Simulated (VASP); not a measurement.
# Si (P6_3/mmc) in VASP: further runs

One crystal, Si, is run at these levels: PBEsol; tasks: relaxation of cell and atoms.

All numbers are computed with VASP 6.6.1; they aren't measurements. Logs are shortened: lines on timing, memory, paths and dates and some standing lists are left out, and cuts for length are marked.

### Step 1. The structure

Symmetry: P6_3/mmc, No. 194, hexagonal system. The conventional cell has a = 3.798 Å, b = 3.798 Å, c = 6.270 Å, α = 90.00°, β = 90.00°, γ = 120.00°. Si (site symmetry 3m) is surrounded by 4 Si at 2.33 to 2.35 Å.

The cell was built by a generator and needn't be a form met in nature.

### Step 2. Relaxation of cell and atoms, PBEsol

File INCAR:

```
PREC = Accurate
ENCUT = 600
EDIFF = 1E-6
ISMEAR = 0
SIGMA = 0.03
LREAL = False
LASPH = True
NELM = 80
ALGO = Normal
ISIF = 3
LWAVE = False
LCHARG = False
GGA = PS
IBRION = 2
NSW = 90
EDIFFG = -0.01
```

File KPOINTS:

```
Automatic mesh
0
Gamma
  12 12 6
```

File POSCAR:

```
Si
1.0
    3.7978212800      0.0000000000      0.0000000000
   -1.8989106400      3.2890097100      0.0000000000
    0.0000000000      0.0000000000      6.2695984500
Si
4
Direct
    0.6666666700      0.3333333300      0.0629012500
    0.3333333300      0.6666666700      0.5629012500
    0.6666666700      0.3333333300      0.4370987500
    0.3333333300      0.6666666700      0.9370987500
```

Potentials or basis: VASP PAW PBE potentials, release 64 (Si).

Command:

```
> cat potpaw_PBE.64/Si/POTCAR > POTCAR
> mpirun -np 1 vasp_std > vasp.out
```

OUTCAR:

```text
PREC = Accurate
   ENCUT = 600
   EDIFF = 1E-6
   ISMEAR = 0
   LREAL = False
   LASPH = True
   NELM = 80
   ISIF = 3
   GGA = PS
   IBRION = 2
   NSW = 90
   EDIFFG = -0.01

 ion  position               nearest neighbor table
   1  0.667  0.333  0.063-   4 2.33   4 2.33   4 2.33   3 2.35
   2  0.333  0.667  0.563-   3 2.33   3 2.33   3 2.33   4 2.35
   3  0.667  0.333  0.437-   2 2.33   2 2.33   2 2.33   1 2.35
   4  0.333  0.667  0.937-   1 2.33   1 2.33   1 2.33   2 2.35

  LATTYP: Found a hexagonal cell.
 ALAT       =     3.7978212800
 C/A-ratio  =     1.6508408342

  Lattice vectors:

 A1 = (   3.7978212800,   0.0000000000,   0.0000000000)
 A2 = (  -1.8989106400,   3.2890097100,   0.0000000000)
 A3 = (   0.0000000000,   0.0000000000,   6.2695984500)

Analysis of symmetry for initial positions (statically):
=====================================================================
 Subroutine PRICEL returns:
 Original cell was already a primitive cell.

 Routine SETGRP: Setting up the symmetry group for a
 hexagonal supercell.

 Subroutine GETGRP returns: Found 24 space group operations
 (whereof 12 operations were pure point group operations)
 out of a pool of 24 trial point group operations.

The static configuration has the point symmetry D_3d.
 The point group associated with its full space group is D_6h.

Analysis of symmetry for dynamics (positions and initial velocities):
=====================================================================
 Subroutine PRICEL returns:
 Original cell was already a primitive cell.

 Routine SETGRP: Setting up the symmetry group for a
 hexagonal supercell.

 Subroutine GETGRP returns: Found 24 space group operations
 (whereof 12 operations were pure point group operations)
 out of a pool of 24 trial point group operations.

The dynamic configuration has the point symmetry D_3d.
 The point group associated with its full space group is D_6h.

 Subroutine INISYM returns: Found 24 space group operations
 (whereof 12 operations are pure point group operations),
 and found     1 'primitive' translations

----------------------------------------------------------------------------------------

                                     Primitive cell

  volume of cell :      78.3140

  direct lattice vectors                    reciprocal lattice vectors
     3.797821280  0.000000000  0.000000000     0.263308862  0.152021442  0.000000000
    -1.898910640  3.289009710  0.000000000     0.000000000  0.304042885  0.000000000
     0.000000000  0.000000000  6.269598450     0.000000000  0.000000000  0.159499848

  length of vectors
[... 111 lines left out ...]
   GGA     = PS    functional components
   LHFCALC =     F    Hartree Fock is set to
   AEXX    =    0.0000 exact exchange contribution
   IVDW    =     0    specifies the selected vdW correction
   LEPSILON=     F    determine dielectric tensor
   LRPA    =     F    only Hartree local field effects (RPA)
 conjugate gradient relaxation of ions
 non-spin polarized calculation
 Gauss-broadening in eV      SIGMA  =   0.03
  energy-cutoff  :      600.00
  volume of cell :       78.31
 maximum number of plane-waves:      2647
   NGX = 15   NGY = 15   NGZ = 25

--------------------------------------- Ionic step        1  -------------------------------------------

 number of electron      15.9999999 magnetization

 Free energy of the ion-electron system (eV)
  ---------------------------------------------------
  ext. energy  EPLUGINS =         0.00000000
  ---------------------------------------------------
  free energy    TOTEN  =       -22.93456945 eV

  energy without entropy =      -22.93456945  energy(sigma->0) =      -22.93456945

------------------------ aborting loop because EDIFF is reached ----------------------------------------

  FORCE on cell =-STRESS in cart. coord.  units (eV):
  Direction    XX          YY          ZZ          XY          YZ          ZX
  --------------------------------------------------------------------------------------
  -------------------------------------------------------------------------------------
  Total        1.1122772      1.1122773      1.2713437      0.0000000      0.0000000      0.0000000
  in kB       22.7553873     22.7553873     26.0096294      0.0000000      0.0000000      0.0000000
  external PRESSURE =      23.8401346 kB  Pullay stress =       0.0000000 kB
[... 63 lines left out ...]
--------------------------------------- Ionic step        3  -------------------------------------------

 number of electron      16.0000000 magnetization

 Free energy of the ion-electron system (eV)
  ---------------------------------------------------
  ext. energy  EPLUGINS =         0.00000000
  ---------------------------------------------------
  free energy    TOTEN  =       -22.94849418 eV

  energy without entropy =      -22.94849418  energy(sigma->0) =      -22.94849418

 E-fermi :   6.1951     XC(G=0):  -9.5418

 val. band max:        6.0299996596   @ k =   0.0000   0.0000   0.0000
 cond. band min:       6.3208412826   @ k =   0.5000   0.0000   0.0000
 fundamental gap:      0.2908416231
 Fermi energy:         6.1950837862

 k-point     1 :       0.0000    0.0000    0.0000
  band No.  band energies     occupation
      1      -6.2208      2.00000
      2      -3.9115      2.00000
      3      -1.2496      2.00000
      4       4.4955      2.00000
      5       4.4955      2.00000
      6       5.6775      2.00000
      7       6.0300      2.00000
      8       6.0300      2.00000
      9       6.9911      0.00000
     10       7.9753      0.00000
     11       7.9753      0.00000
     12       8.3274      0.00000
[... 331 lines left out ...]
 k-point    24 :       0.3333    0.0000    0.1667
  band No.  band energies     occupation
      1      -4.8849      2.00000
      2      -3.0088      2.00000
      3      -1.0136      2.00000
      4       1.2719      2.00000
      5       1.3702      2.00000
      6       3.2898      2.00000
      7       4.1560      2.00000
      8       4.6665      2.00000
      9       6.6487      0.00000
     10       7.9303      0.00000
     11       8.5327      0.00000
     12       9.5183      0.00000

 [... further k-points ...]

------------------------ aborting loop because EDIFF is reached ----------------------------------------

  FORCE on cell =-STRESS in cart. coord.  units (eV):
  Direction    XX          YY          ZZ          XY          YZ          ZX
  --------------------------------------------------------------------------------------
  -------------------------------------------------------------------------------------
  Total       -0.0102037     -0.0102037      0.0208711      0.0000000     -0.0000000     -0.0000000
  in kB       -0.2037836     -0.2037836      0.4168270      0.0000000     -0.0000000     -0.0000000
  external PRESSURE =       0.0030866 kB  Pullay stress =       0.0000000 kB
[... 19 lines left out ...]
  FREE ENERGIE OF THE ION-ELECTRON SYSTEM (eV)
  ---------------------------------------------------
  free  energy   TOTEN  =       -22.9484941826 eV

  energy  without entropy=      -22.9484941826  energy(sigma->0) =      -22.94849418

 reached required accuracy - stopping structural energy minimisation
```

OSZICAR:

```text
N       E                     dE             d eps       ncg     rms          rms(c)
DAV:   1     0.361694185934E+02    0.36169E+02   -0.67607E+03  1824   0.123E+03
DAV:   2    -0.206670400833E+02   -0.56836E+02   -0.51964E+02  2432   0.153E+02
DAV:   3    -0.233653200873E+02   -0.26983E+01   -0.26467E+01  2408   0.323E+01
DAV:   4    -0.234110158834E+02   -0.45696E-01   -0.45602E-01  2260   0.511E+00
[... 18 lines left out ...]
DAV:   1    -0.229522022526E+02   -0.11075E-01   -0.11389E-01  1984   0.204E+00    0.348E-01
DAV:   2    -0.229497620403E+02    0.24402E-02   -0.36919E-03  2080   0.392E-01    0.213E-01
DAV:   3    -0.229484894085E+02    0.12726E-02   -0.24202E-03  1900   0.269E-01    0.621E-02
DAV:   4    -0.229484934902E+02   -0.40817E-05   -0.68696E-05  2248   0.604E-02    0.521E-02
DAV:   5    -0.229484941826E+02   -0.69244E-06   -0.46914E-06  2052   0.170E-02
   3 F= -.22948494E+02 E0= -.22948494E+02  d E =-.139247E-01
```

Wall time 53 s (1 thread of Intel Xeon 6975P-C (Granite Rapids), shared host); peak memory 0.23 GiB.

Results:

```yaml
Free_energy: -22.9485 eV
Relaxed_volume: 20.06 Å³/atom
Relaxed_cell: a = 3.827 Å, b = 3.827 Å, c = 6.325 Å, α = 90.00°, β = 90.00°, γ = 120.00°
Space_group_after_relaxing_to_0.05_Å: P6_3/mmc (No. 194)
Energy_gained_by_relaxing: 3.5 meV/atom
Ionic_steps: 3
Pressure_after_relaxing: 0.0 GPa
Largest_force_after_relaxing: 0.005 eV/Å
Band_gap_on_the_k_mesh: 0.29 eV, indirect (least direct gap 0.96 eV)
```

Forces on the atoms (eV/Å):
```
Si   0.000  0.000  0.005
Si   0.000  0.000  0.005
Si   0.000  0.000 -0.005
Si   0.000  0.000 -0.005
```

Step by step:
```tsv
step	energy change (eV)	largest force (eV/Å)	pressure (GPa)	volume (Å³)
1	0.0000	0.0091	2.38	78.31
2	-0.0066	0.0008	-1.61	81.66
3	-0.0139	0.0050	0.00	80.22
```

Final structure:
```
CELL_PARAMETERS angstrom
3.82704 0.00000 0.00000
-1.91352 3.31432 0.00000
0.00000 0.00000 6.32474
ATOMIC_POSITIONS crystal
Si 0.66667 0.33333 0.06294
Si 0.33333 0.66667 0.56294
Si 0.66667 0.33333 0.43706
Si 0.33333 0.66667 0.93706
```

Levels at points of the mesh, in eV from the valence-band top:
```
           k point  band 4  band 5  band 6  band 7  band 8  band 9  band 10  band 11  band 12
(0.00, 0.00, 0.00)   -1.53   -1.53   -0.35    0.00    0.00    0.96     1.95     1.95     2.30
(0.50, 0.00, 0.00)   -6.00   -4.73   -3.09   -3.05   -1.45    0.29     2.27     2.89     3.05
(0.00, 0.00, 0.50)   -4.27   -0.94   -0.94   -0.94   -0.94    1.74     1.74     2.92     2.92
(0.50, 0.00, 0.50)   -7.31   -2.48   -2.48   -2.45   -2.45    0.82     0.82     1.56     1.56
```

Caveat: the PAW data sets were made with another functional, which shifts forces and pressure a little.

### Step 3. Relaxation of cell and atoms, PBEsol

This run uses another cell than the first one, of 20.06 Å³/atom, 1.024 times its volume.

INCAR, as its differences from that of step 2:

```diff
@@ -2,3 +2,3 @@
 ENCUT = 600
-EDIFF = 1E-6
+EDIFF = 1E-7
 ISMEAR = 0
@@ -15,2 +15,2 @@
 NSW = 90
-EDIFFG = -0.01
+EDIFFG = -0.005
```

KPOINTS is that of step 2.

File POSCAR:

```
Si                                      
1.0
    3.8270449748      0.0000000000      0.0000000000
   -1.9135224874      3.3143181721      0.0000000000
    0.0000000000      0.0000000000      6.3247414333
  Si            
     4
Direct
     0.6666666699999979    0.3333333300000021    0.0629418746883510
     0.3333333300000021    0.6666666699999979    0.5629418746883510
     0.6666666699999979    0.3333333300000021    0.4370581253116491
     0.3333333300000021    0.6666666699999979    0.9370581253116490
```

Potentials or basis: VASP PAW PBE potentials, release 64 (Si).

Command:

```
> cat potpaw_PBE.64/Si/POTCAR > POTCAR
> mpirun -np 1 vasp_std > vasp.out
```

OUTCAR:

```text
PREC = Accurate
   ENCUT = 600
   EDIFF = 1E-7
   ISMEAR = 0
   LREAL = False
   LASPH = True
   NELM = 80
   ISIF = 3
   GGA = PS
   IBRION = 2
   NSW = 90
   EDIFFG = -0.005

 ion  position               nearest neighbor table
   1  0.667  0.333  0.063-   4 2.35   4 2.35   4 2.35   3 2.37
   2  0.333  0.667  0.563-   3 2.35   3 2.35   3 2.35   4 2.37
   3  0.667  0.333  0.437-   2 2.35   2 2.35   2 2.35   1 2.37
   4  0.333  0.667  0.937-   1 2.35   1 2.35   1 2.35   2 2.37

  LATTYP: Found a hexagonal cell.
 ALAT       =     3.8270449748
 C/A-ratio  =     1.6526436127

  Lattice vectors:

 A1 = (   3.8270449748,   0.0000000000,   0.0000000000)
 A2 = (  -1.9135224874,   3.3143181721,   0.0000000000)
 A3 = (   0.0000000000,   0.0000000000,   6.3247414333)

Analysis of symmetry for initial positions (statically):
=====================================================================
 Subroutine PRICEL returns:
 Original cell was already a primitive cell.

 Routine SETGRP: Setting up the symmetry group for a
 hexagonal supercell.

 Subroutine GETGRP returns: Found 24 space group operations
[... 242 lines left out ...]
     11       7.9771      0.00000
     12       8.3213      0.00000
[... 331 lines left out ...]
 k-point    24 :       0.3333   -0.0000    0.1667
  band No.  band energies     occupation
      1      -4.8845      2.00000
      2      -3.0098      2.00000
      3      -1.0132      2.00000
      4       1.2717      2.00000
      5       1.3699      2.00000
      6       3.2917      2.00000
      7       4.1547      2.00000
      8       4.6672      2.00000
      9       6.6499      0.00000
     10       7.9287      0.00000
     11       8.5317      0.00000
     12       9.5183      0.00000

 [... further k-points ...]

------------------------ aborting loop because EDIFF is reached ----------------------------------------

  FORCE on cell =-STRESS in cart. coord.  units (eV):
  Direction    XX          YY          ZZ          XY          YZ          ZX
  --------------------------------------------------------------------------------------
  -------------------------------------------------------------------------------------
  Total       -0.0022246     -0.0022246      0.0019180      0.0000000      0.0000000      0.0000000
  in kB       -0.0444275     -0.0444275      0.0383042      0.0000000      0.0000000      0.0000000
  external PRESSURE =      -0.0168502 kB  Pullay stress =       0.0000000 kB

 VOLUME and BASIS-vectors are now :
 -----------------------------------------------------------------------------
  energy-cutoff  :      600.00
  volume of cell :       80.22
      direct lattice vectors                 reciprocal lattice vectors
     3.826537960  0.000000000  0.000000000     0.261332832  0.150880581  0.000000000
    -1.913268980  3.313879084  0.000000000     0.000000000  0.301761161  0.000000000
     0.000000000  0.000000000  6.326485072     0.000000000 -0.000000000  0.158065654

 POSITION                                       TOTAL-FORCE (eV/Angst)
 -----------------------------------------------------------------------------------
      1.91327      1.10463      0.39844        -0.000000      0.000000      0.003136
     -0.00000      2.20925      3.56168         0.000000     -0.000000      0.003136
      1.91327      1.10463      2.76480         0.000000      0.000000     -0.003136
     -0.00000      2.20925      5.92805         0.000000      0.000000     -0.003136
 -----------------------------------------------------------------------------------
    total drift:                                0.000001     -0.000000      0.000000

  FREE ENERGIE OF THE ION-ELECTRON SYSTEM (eV)
  ---------------------------------------------------
  free  energy   TOTEN  =       -22.9485571088 eV

  energy  without entropy=      -22.9485571088  energy(sigma->0) =      -22.94855711

 reached required accuracy - stopping structural energy minimisation
```

OSZICAR:

```text
N       E                     dE             d eps       ncg     rms          rms(c)
DAV:   1     0.343247533627E+02    0.34325E+02   -0.67134E+03  1824   0.123E+03
DAV:   2    -0.208549618888E+02   -0.55180E+02   -0.50651E+02  2412   0.152E+02
[... 12 lines left out ...]
   1 F= -.22948548E+02 E0= -.22948548E+02  d E =-.229485E+02
       N       E                     dE             d eps       ncg     rms          rms(c)
DAV:   1    -0.229485637143E+02   -0.15458E-04   -0.15540E-04  1992   0.781E-02    0.101E-02
DAV:   2    -0.229485589828E+02    0.47315E-05   -0.87715E-06  2268   0.212E-02    0.493E-03
DAV:   3    -0.229485570926E+02    0.18902E-05   -0.51801E-06  2176   0.138E-02    0.141E-03
DAV:   4    -0.229485571088E+02   -0.16209E-07   -0.65016E-07  1896   0.518E-03
   2 F= -.22948557E+02 E0= -.22948557E+02  d E =-.885943E-05
```

It took 37 s on 1 thread of Intel Xeon 6975P-C (Granite Rapids), shared host; peak memory 0.25 GiB.

What came out:

* Free energy: -22.9486 eV
* Energy gained by relaxing: 0.0 meV/atom
* Ionic steps: 2
* Pressure after relaxing: 0.0 GPa
* Largest force after relaxing: 0.003 eV/Å
* Band gap on the k mesh: 0.29 eV, indirect (least direct gap 0.96 eV)

Forces in eV/Å, atoms in the order of the input:
```
Si   0.000  0.000  0.003
Si   0.000  0.000  0.003
Si   0.000  0.000 -0.003
Si   0.000  0.000 -0.003
```

Final structure:
```
Si
1.0
     3.82654    0.00000    0.00000
    -1.91327    3.31388    0.00000
     0.00000    0.00000    6.32649
Si
4
Direct
  0.66667 0.33333 0.06298
  0.33333 0.66667 0.56298
  0.66667 0.33333 0.43702
  0.33333 0.66667 0.93702
```

Caveat: the PAW data sets were made with another functional, which shifts forces and pressure a little. A k mesh can miss the band edges.
